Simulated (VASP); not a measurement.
Write the native input for VASP 6.6.1 that does the following.

```yaml
Task: relaxation of cell and atoms
Functional: PBE
Dispersion: D3(BJ)
Potentials_or_basis: VASP PAW PBE potentials, release 64 (Ti_sv, C)
Cutoff: 600 eV
k_mesh: 14 × 14 × 14
Occupations: methfessel-paxton, width 0.1 eV
Spin: no spin polarisation
Further_INCAR_settings: ALGO = Normal; EDIFF = 1e-06; IBRION = 2; EDIFFG = -0.01; NSW = 90; ISIF = 3
```

The structure of TiC lies in POSCAR:

```
TiC
1.0
    0.0000000000      2.1593000000      2.1593000000
    2.1593000000      0.0000000000      2.1593000000
    2.1593000000      2.1593000000      0.0000000000
Ti C
1 1
Direct
    0.0000000000      0.0000000000      0.0000000000
    0.5000000000      0.5000000000      0.5000000000
```

These files were run (other wordings do the same):

INCAR

```
SYSTEM = TiC
PREC = Accurate
ENCUT = 600
EDIFF = 1E-6
ISMEAR = 1
SIGMA = 0.1
LREAL = .False.
LASPH = .True.
NELM = 80
ALGO = Normal
ISIF = 3
LWAVE = .False.
LCHARG = .False.
GGA = PE
IVDW = 12
IBRION = 2
NSW = 90
EDIFFG = -0.01
```

KPOINTS

```
regular mesh
0
Gamma
  14 14 14
  0 0 0
```

Potentials or basis: VASP PAW PBE potentials, release 64 (Ti_sv, C).

Launch:

```sh
$ cat potpaw_PBE.64/Ti_sv/POTCAR potpaw_PBE.64/C/POTCAR > POTCAR
$ mpirun -np 1 vasp_std > vasp.out
```

It gave:

```yaml
Relaxed_volume: 9.88 Å³/atom
Relaxed_cell: a = 3.035 Å, b = 3.035 Å, c = 3.035 Å, α = 60.00°, β = 60.00°, γ = 60.00°
Space_group_after_relaxing_to_0.05_Å: Fm-3m (No. 225)
Energy_gained_by_relaxing: 2.9 meV/atom
Ionic_steps: 3
Pressure_after_relaxing: 0.0 GPa
Band_gap_on_the_k_mesh: none (metal or under the smearing width)
Dispersion_energy_per_atom: -0.458 eV
```

Caveat: pairwise dispersion overbinds metals, which lowers pressure and volume.

It took 26 s on 1 thread of Intel(R) Xeon(R) 6975P-C (Granite Rapids), on a shared host, peak memory 0.18 GiB.
